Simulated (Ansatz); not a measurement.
hcp against bcc along the 4d metals

Method: Ansatz 0.2.0, DFT, LDA (PW92), plane waves (420 eV) with PAW, scalar-relativistic. (PAW data from PBE, frozen cores regenerated.)

Each structure is relaxed within its symmetry, in the lowest magnetic state of the tried starts. Differences under about 8 meV lie within the error of the k-point mesh.

```
element  E(hcp) − E(bcc) (meV/atom)  V(hcp) (Å³/atom)  V(bcc) (Å³/atom)       state of hcp       state of bcc
      Y                        -130             29.97             29.99  spin not included  spin not included
     Zr                         -44             21.78             21.21  spin not included  spin not included
     Nb                         320             17.66             17.10  spin not included  spin not included
     Ru                        -682             13.09             13.51       non-magnetic  spin not included
     Pd                         -23             14.23             14.28  spin not included  spin not included
     Ag                         -28             16.06             16.12  spin not included  spin not included
     Cd                         -85             20.28             20.32  spin not included  spin not included
```
